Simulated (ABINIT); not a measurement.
**BN (Qingsongite): G0W0 with ABINIT, start to end**

Wanted: ground state, empty states, screening and self-energy for BN (Qingsongite).

Program: ABINIT 10.8.3. Level of theory: PBE and many-body steps on it, plane waves. Results are calculated unless marked as measured.

This is a report of a sequence of runs, with most program output left out.

## (1) The starting structure

The structure is cubic, space group F-43m (No. 216). Conventional cell: a = 3.615 Å, b = 3.615 Å, c = 3.615 Å, α = 90.00°, β = 90.00°, γ = 90.00°. Nearest to B lie 4 N at 1.57 Å. Nearest to N lie 4 B at 1.57 Å. Farther neighbours and most contacts between anions are not listed.

The cell and positions come from the Crystallography Open Database and are kept as given unless a step says otherwise.

## (2) Ground state

This step: ABINIT 10.8.3; DFT, PBE, plane waves, norm-conserving pseudopotentials.

The ground-state density comes first.

run.abi reads:

```
acell 3*1.0 Angstrom
rprim 
  -0.000000000000 1.807500000000 1.807500000000
  1.807500000000 0.000000000000 1.807500000000
  1.807500000000 1.807500000000 -0.000000000000
ntypat 2
znucl 5 7
natom 2
typat 1 2
xred 
  0.000000000000 0.000000000000 0.000000000000
  0.250000000000 0.250000000000 0.250000000000
pp_dirpath "pseudos"
pseudos "B.upf, N.upf"
ecut 36
ngkpt 10 10 10
nshiftk 1
shiftk 0 0 0
kptopt 1
chksymbreak 0
nband 9
occopt 1
tolvrs 1e-10
nstep 60
prtwf 0
indata_prefix "in"
outdata_prefix "out"
tmpdata_prefix "tmp"
```

On the command line:

```
$ OMP_NUM_THREADS=1 mpirun -n 4 abinit run.abi > log
```

The job ended after 5.1 s (4 MPI ranks of Arm Neoverse V1, shared host; peak memory 0.25 GiB; 20 s of CPU time).

Numbers from this step:

```yaml
total_energy: -364.7007 eV
gap: 4.535 eV
k_of_the_valence_top: 0, 0, 0
k_of_the_conduction_bottom: 0.5, 0.5, 0
least_direct_gap: 8.878 eV
pressure: 1.892 GPa
```

The gap is indirect, with the least direct gap 4.34 eV higher.

The cutoff was set for levels, not for stress, so the pressure can be off by some GPa.

## (3) Bands along the symmetry lines

The cheap functional maps the bands first; the places of the edges decide which points the dearer methods must see.

run.abi reads:

```
acell 3*1.0 Angstrom
rprim 
  -0.000000000000 1.807500000000 1.807500000000
  1.807500000000 0.000000000000 1.807500000000
  1.807500000000 1.807500000000 -0.000000000000
ntypat 2
znucl 5 7
natom 2
typat 1 2
xred 
  0.000000000000 0.000000000000 0.000000000000
  0.250000000000 0.250000000000 0.250000000000
pp_dirpath "pseudos"
pseudos "B.upf, N.upf"
ecut 36
iscf -2
irdden 1
kptopt 0
nkpt 50
kpt 
  0.00000000 0.00000000 0.00000000
  -0.06250000 -0.06250000 0.00000000
  -0.12500000 -0.12500000 0.00000000
  -0.18750000 -0.18750000 0.00000000
  -0.25000000 -0.25000000 0.00000000
  -0.31250000 -0.31250000 0.00000000
  -0.37500000 -0.37500000 0.00000000
  -0.43750000 -0.43750000 0.00000000
  -0.50000000 -0.50000000 0.00000000
  -0.48437500 -0.48437500 0.03125000
  -0.46875000 -0.46875000 0.06250000
  -0.45312500 -0.45312500 0.09375000
  -0.43750000 -0.43750000 0.12500000
  -0.42187500 -0.42187500 0.15625000
  -0.40625000 -0.40625000 0.18750000
  -0.39062500 -0.39062500 0.21875000
  -0.37500000 -0.37500000 0.25000000
  -0.37500000 0.00000000 0.37500000
  -0.32812500 0.00000000 0.32812500
  -0.28125000 0.00000000 0.28125000
  -0.23437500 0.00000000 0.23437500
  -0.18750000 0.00000000 0.18750000
  -0.14062500 0.00000000 0.14062500
  -0.09375000 0.00000000 0.09375000
  -0.04687500 0.00000000 0.04687500
  0.00000000 0.00000000 0.00000000
  0.00000000 0.00000000 0.06250000
  0.00000000 0.00000000 0.12500000
  0.00000000 0.00000000 0.18750000
  0.00000000 0.00000000 0.25000000
  0.00000000 0.00000000 0.31250000
  0.00000000 0.00000000 0.37500000
  0.00000000 0.00000000 0.43750000
  -0.00000000 -0.00000000 0.50000000
  -0.06250000 -0.03125000 0.46875000
  -0.12500000 -0.06250000 0.43750000
  -0.18750000 -0.09375000 0.40625000
  -0.25000000 -0.12500000 0.37500000
  -0.31250000 -0.15625000 0.34375000
  -0.37500000 -0.18750000 0.31250000
  -0.43750000 -0.21875000 0.28125000
  -0.50000000 -0.25000000 0.25000000
  -0.50000000 -0.28125000 0.21875000
  -0.50000000 -0.31250000 0.18750000
  -0.50000000 -0.34375000 0.15625000
  -0.50000000 -0.37500000 0.12500000
  -0.50000000 -0.40625000 0.09375000
  -0.50000000 -0.43750000 0.06250000
  -0.50000000 -0.46875000 0.03125000
  -0.50000000 -0.50000000 0.00000000
istwfk *1
nband 14
nbdbuf 5
tolwfr 1e-07
nstep 50
prtwf 0
prtvol 0
indata_prefix "in"
outdata_prefix "out"
tmpdata_prefix "tmp"
```

Wall time 3.8 s (4 MPI ranks); peak memory 0.23 GiB; 15 s of CPU time.

Numbers from this step:

* gap: 4.535 eV
* k of the valence top: 0, 0, 0
* k of the conduction bottom: -0.5, -0.5, 0
* least direct gap: 8.878 eV

The gap is 4.535 eV, as in the run before at this level.

The electronic bands at the labelled points (eV, zero at the top of the highest filled band; v1 is the highest filled band, c1 the lowest empty one):

```
    point      v4      v3     v2     v1     c1     c2     c3     c4
        Γ  -20.21    0.00   0.00   0.00   8.88   8.88   8.88  10.37
  halfway  -18.25   -3.97  -3.01  -3.01   6.86  11.62  13.48  13.48
        X  -14.62   -8.91  -4.91  -4.91   4.54   9.34  17.91  17.91
  halfway  -14.55   -8.69  -5.96  -4.69   5.49  10.28  17.32  17.54
        U  -14.54   -8.12  -7.66  -4.08   6.98  12.95  15.84  16.68
jump to K  -14.54   -8.12  -7.66  -4.08   6.98  12.95  15.84  16.68
  halfway  -18.03   -5.73  -3.91  -1.12  10.71  10.76  11.24  13.58
        Γ  -20.21    0.00   0.00   0.00   8.88   8.88   8.88  10.37
  halfway  -18.73   -5.47  -1.13  -1.13   9.70  10.40  10.40  13.57
        L  -15.99  -10.68  -1.94  -1.94  10.21  10.78  10.78  15.26
  halfway  -15.29   -9.69  -4.82  -3.45   9.66  11.24  14.40  15.79
        W  -14.31   -7.58  -6.96  -6.50   9.65  13.35  14.61  14.69
  halfway  -14.47   -8.49  -5.77  -5.71   6.58  11.00  16.25  17.43
        X  -14.62   -8.91  -4.91  -4.91   4.54   9.34  17.91  17.91
```

## (4) Empty states on the mesh, 8×8×8 mesh, 311 bands

The sums over transitions need many empty states on a uniform mesh; this step solves for them.

run.abi reads:

```
acell 3*1.0 Angstrom
rprim 
  -0.000000000000 1.807500000000 1.807500000000
  1.807500000000 0.000000000000 1.807500000000
  1.807500000000 1.807500000000 -0.000000000000
ntypat 2
znucl 5 7
natom 2
typat 1 2
xred 
  0.000000000000 0.000000000000 0.000000000000
  0.250000000000 0.250000000000 0.250000000000
pp_dirpath "pseudos"
pseudos "B.upf, N.upf"
ecut 36
ngkpt 8 8 8
nshiftk 1
shiftk 0 0 0
kptopt 1
chksymbreak 0
irdden 1
istwfk *1
nband 311
prtvol 0
optdriver 6
gwr_task "HDIAGO"
paral_kgb 0
occopt 1
indata_prefix "in"
outdata_prefix "out"
tmpdata_prefix "tmp"
```

Elapsed: 9.7 s, on 4 MPI ranks; peak memory 0.34 GiB; 38 s of CPU time.

Numbers from this step:

* gap: 4.535 eV
* k of the valence top: 0, 0, 0
* k of the conduction bottom: 0.5, 0.5, 0
* least direct gap: 8.878 eV
* k points computed: 29
* lowest point of the top converged band, above the valence top: 469.9290 eV

On this mesh the gap is 4.535 eV.

## (5) Screening, 8×8×8 mesh, 303 bands, screening to 598.7 eV

The RPA dielectric matrix is built and inverted for each q.

This step: RPA screening on PBE, plane waves, norm-conserving pseudopotentials.

run.abi: that of step 4 with these lines changed.

```diff
@@ -20,10 +20,11 @@
 chksymbreak 0
-irdden 1
 istwfk *1
-nband 311
-prtvol 0
-optdriver 6
-gwr_task "HDIAGO"
-paral_kgb 0
 occopt 1
+irdwfk 1
+optdriver 3
+nband 303
+ecuteps 22
+inclvkb 2
+awtr 1
+symchi 1
 indata_prefix "in"
```

The job ended after 20 min (4 MPI ranks; peak memory 3.1 GiB; 79 min of CPU time).

This step gave:

```yaml
eps_infinity_with_local_fields_on_this_mesh_along_the_program_s_q_direction: 4.307
the_same_without_local_fields: 4.661
plasma_frequency: 30.56 eV
plane_waves_in_the_screening_matrix: 411
```

Local fields lower ε∞ by 8 %.

## (6) Self-energy, 8×8×8 mesh, 303 bands, screening to 598.7 eV

The self-energy is evaluated for the states that the input lists, and the levels follow from it, in one-shot runs by the linearised quasiparticle equation.

This step: G0W0 on PBE, plane waves, norm-conserving pseudopotentials.

run.abi: that of step 5 with these lines changed.

```diff
@@ -23,8 +23,19 @@
 irdwfk 1
-optdriver 3
+optdriver 4
 nband 303
+gwcalctyp 0
+ecutsigx 36
+symsigma 1
+nkptgw 3
+kptgw 
+  0.0000000000 0.0000000000 0.0000000000
+  0.5000000000 0.5000000000 0.0000000000
+  0.5000000000 0.0000000000 0.0000000000
+bdgw 
+  2 7
+  3 6
+  3 7
 ecuteps 22
-inclvkb 2
-awtr 1
-symchi 1
+irdscr 1
+ppmodel 1
 indata_prefix "in"
```

Elapsed: 7.3 min, on 4 MPI ranks; peak memory 3.5 GiB.

Numbers from this step:

```
G0W0 gap on the points computed              : 6.157 eV
starting gap on the mesh                     : 4.535 eV
k of the valence top                         : 0, 0, 0
k of the conduction bottom                   : 0.5, 0.5, 0
Z at the valence top                         : 0.826
Z at the conduction bottom                   : 0.854
least direct G0W0 gap on the computed points : 11.06 eV
```

The gap on the mesh goes from 4.53 eV to 6.16 eV, a correction of +1.62 eV.

Limits: finite bands, cutoff and mesh. v1 is the top filled band, c1 the lowest empty one. The levels before and after the correction (eV, zero at the valence-band top of each column):

```
           conduction bottom  valence top
Kohn-Sham               4.53         0.00
     G0W0               6.16         0.00
```

```
                       level  energy (eV)
Kohn-Sham            Γ v3-v1        0.000
Kohn-Sham            Γ c1-c3        8.878
Kohn-Sham  (0.5 0.5 0) v2-v1       -4.907
Kohn-Sham     (0.5 0.5 0) c1        4.535
Kohn-Sham     (0.5 0.5 0) c2        9.342
     G0W0            Γ v3-v1        0.000
     G0W0            Γ c1-c3       11.060
     G0W0  (0.5 0.5 0) v2-v1       -5.313
     G0W0     (0.5 0.5 0) c1        6.157
     G0W0     (0.5 0.5 0) c2       11.094
```

## (7) Where the time went

Times are wall times on 4 MPI ranks of Arm Neoverse V1, shared host, good to a factor of about two.

```
                          step     time  share  memory (GiB)
                  ground state    5.1 s    0 %          0.25
bands along the symmetry lines    3.8 s    0 %          0.23
      empty states on the mesh    9.7 s    1 %          0.34
                     screening   20 min   72 %           3.1
                   self-energy  7.3 min   27 %           3.5
```

## (8) Summary of results

| Quantity | Value |
| --- | --- |
| PBE gap | 4.54 eV, indirect |
| G0W0 gap on the mesh | 6.16 eV |
| GW settings | 8×8×8 mesh, 303 bands, screening to 598.7 eV, Godby-Needs plasmon pole |
| known limits | not at the basis limit |

G0W0 moves the gap on the mesh from 4.53 eV to 6.16 eV (+1.62 eV), with Z of 0.83 and 0.85 at the edges. Local fields lower the RPA ε∞ on this mesh from 4.66 to 4.31. Only 3 of the mesh's irreducible points were corrected, so a valley elsewhere could overtake. The dearest step here is «screening». Bands and cutoff are finite, so the gap is not at the basis limit. The miss can reach some tenths of an eV and take either sign; the mesh is an error of its own. In the G0W0 run levels were corrected at 3 k points alone, so a gap called «on the mesh» is the least over those, and an edge elsewhere would be missed.

[Paths, hosts, dates, memory and timing lines, banners, echoed tables and standing remarks are left out of the program output.]

[Logs are printed without paths, hosts, clocks, repeated set-up lines and the standing remarks that a program may print on its own settings, such as how far it seeks lower states.]

[Runs of the session that timed out or met a known fault of the program may be left out.]

[Hosts, paths, dates, database ids (printed as entryN), source tags and the programs' standing remarks are cut or masked in the printed files.]

[G0W0 gaps are taken among the corrected bands and points alone; a level outside them can change the order at an edge.]

[Where Ansatz stands beside ABINIT at settings called matched, ABINIT's density can come from a denser mesh and the files from another edition; pairs whose starting gaps differed by over 0.03 eV were left out, so agreement reads better than it is.]
